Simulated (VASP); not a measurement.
A run of VASP 6.6.1 is set up as follows.

Contents of INCAR:

```
SYSTEM = Cu16H
PREC = Accurate ; ENCUT = 400
EDIFF = 1E-6 ; ISMEAR = 1
SIGMA = 0.1 ; LREAL = Auto
LASPH = .TRUE. ; NELM = 60
ALGO = Normal ; ISIF = 2
LWAVE = .FALSE. ; LCHARG = .FALSE.
GGA = PE ; IVDW = 12
IBRION = 2 ; NSW = 120
EDIFFG = -0.03 ; ISYM = 0
KPAR = 4
```

Contents of KPOINTS:

```
Automatic mesh
0
G
  6 6 1
  0 0 0
```

POSCAR

```
Cu16H
1.0
    5.1053109602      0.0000000000      0.0000000000
    2.5526554801      4.4213289857      0.0000000000
    0.0000000000      0.0000000000     22.7527034153
Cu H
16 1
Selective dynamics
Direct
    0.0000000000      0.0000000000      0.1098770530  F F F
    0.5000000000      0.0000000000      0.1098770530  F F F
    0.0000000000      0.5000000000      0.1098770530  F F F
    0.5000000000      0.5000000000      0.1098770530  F F F
    0.1666666667      0.1666666667      0.2014808697  F F F
    0.6666666667      0.1666666667      0.2014808697  F F F
    0.1666666667      0.6666666667      0.2014808697  F F F
    0.6666666667      0.6666666667      0.2014808697  F F F
    0.8333333333      0.3333333333      0.2930846863  T T T
    0.3333333333      0.3333333333      0.2930846863  T T T
    0.8333333333      0.8333333333      0.2930846863  T T T
    0.3333333333      0.8333333333      0.2930846863  T T T
    0.0000000000      0.0000000000      0.3846885030  T T T
    0.5000000000      0.0000000000      0.3846885030  T T T
    0.0000000000      0.5000000000      0.3846885030  T T T
    0.5000000000      0.5000000000      0.3846885030  T T T
    0.3333333333      0.3333333333      0.4154540778  T T T
```

Potentials or basis: VASP PAW PBE potentials, release 64 (Cu, H).

Run with:

```console
$ cat potpaw_PBE.64/Cu/POTCAR potpaw_PBE.64/H/POTCAR > POTCAR
$ mpirun -np 4 vasp_std > vasp.out
```

What does it give for the dispersion energy per atom?

-0.415 eV.

Predict the band gap on the k mesh.

none (metal or under the smearing width).

Predict the energy gained by relaxing.

8.6 meV/atom.

The path:
```
step  energy change (eV)  largest force (eV/Å)  pressure (GPa)
   1              0.0000                0.8651           -2.11
   2             -0.0710                0.4790           -2.13
   3             -0.0804                0.3487           -2.16
   4             -0.1080                0.2727           -2.12
   5             -0.1404                0.2090           -1.99
   6             -0.1407                0.1807           -2.03
   7             -0.1447                0.1560           -2.02
   8             -0.1448                0.1560           -1.98
   9             -0.1453                0.1552           -1.97
  10             -0.1454                0.1552           -1.97
```
